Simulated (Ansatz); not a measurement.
# GaP: the cost of one run

Method: DFT PBE, scalar-relativistic, plane waves, PAW, in Ansatz 0.2.0.

1 further run of the same task is left out (set aside as unsound or not needed).

## Step 1: The system as given

Symmetry: F-43m, No. 216, cubic system. Conventional cell: a = 5.505 Å, b = 5.505 Å, c = 5.505 Å, α = 90.00°, β = 90.00°, γ = 90.00°. Ga (site symmetry -43m) has 4 P at 2.38 Å as nearest neighbours. P (site symmetry -43m) has 4 Ga at 2.38 Å as nearest neighbours.

As a file:

```cif
data_structure
_symmetry_space_group_name_H-M 'F-43m'
_symmetry_Int_Tables_number 216
_cell_length_a 5.5051
_cell_length_b 5.5051
_cell_length_c 5.5051
_cell_angle_alpha 90.000
_cell_angle_beta 90.000
_cell_angle_gamma 90.000
_cell_volume 166.84
loop_
_atom_site_label
_atom_site_type_symbol
_atom_site_symmetry_multiplicity
_atom_site_Wyckoff_symbol
_atom_site_fract_x
_atom_site_fract_y
_atom_site_fract_z
_atom_site_occupancy
Ga1 Ga 4 a 0.00000 0.00000 0.00000 1
P1 P 4 c 0.25000 0.25000 0.25000 1
```

It is the result of an earlier relaxation at this level (volume 20.85 Å³/atom; gap on the mesh: 1.58 eV).

Bulk energy on matching settings, from an earlier run: -2269.7787 eV/atom.

## Step 2: Cutting the (100) slab

Miller indices refer to the conventional cell of the relaxed bulk, F-43m (No. 216): a = 5.505 Å, b = 5.505 Å, c = 5.505 Å, α = 90.00°, β = 90.00°, γ = 90.00°.

Cut from the relaxed bulk: a (100) slab, 12.4 Å thick as cut, with 15 Å of vacuum; its outer planes are Ga (top) and P (bottom).

The slab as cut. Its planes from the bottom up:

| plane | atoms per cell | height over the lowest (Å) |
| --- | --- | --- |
| 1 | P | 0.00 |
| 2 | Ga | 1.38 |
| 3 | P | 2.75 |
| 4 | Ga | 4.13 |
| 5 | P | 5.51 |
| 6 | Ga | 6.88 |
| 7 | P | 8.26 |
| 8 | Ga | 9.63 |
| 9 | P | 11.01 |
| 10 | Ga | 12.39 |

## Step 3: The slab as cut, atoms at the bulk's places

A dipole layer in the vacuum cancels the field that periodic copies would set up if the slab's two faces differ.

input.yaml reads:

```yaml
crystal:
  lattice:
    - [3.8926748906, 0.0, 0.0]
    - [0.0, 3.8926748906, 0.0]
    - [0.0, 0.0, 27.3864156544]
  atoms:
    - { symbol: P, position: [0.0, 0.5, 0.273858401] }
    - { symbol: Ga, position: [0.5, 0.5, 0.3241120897] }
    - { symbol: P, position: [0.5, 0.0, 0.3743657783] }
    - { symbol: Ga, position: [0.0, 0.0, 0.424619467] }
    - { symbol: P, position: [0.0, 0.5, 0.4748731557] }
    - { symbol: Ga, position: [0.5, 0.5, 0.5251268443] }
    - { symbol: P, position: [0.5, 0.0, 0.575380533] }
    - { symbol: Ga, position: [0.0, 0.0, 0.6256342217] }
    - { symbol: P, position: [0.0, 0.5, 0.6758879103] }
    - { symbol: Ga, position: [0.5, 0.5, 0.726141599] }
basis:
  ecutwfc: 420
kpoints:
  mp_grid: { grid: [7, 7, 1] }
hamiltonian:
  xc: pbe
scf:
  occupations: { method: gaussian, width: 0.05 }
output:
  forces: true
  stress: true
  eigenvalues: true
  write_density: true
  write_potential: true
  elf: true
  volumetric_format: npy
efield:
  axis: 3
  dipole_correction: true
  ramp_width: 0.04
```

Command:

```
$ ansatz run input.yaml --threads 1 --pin off --max-ram 2560MiB --backend cpu --events-out ev --progress --plain --runs-dir out
```

**Question.** How long does this run take on 1 thread of Arm Neoverse V2, shared host, and how much memory does it need?

About 53 s, with a peak of 0.63 GiB.
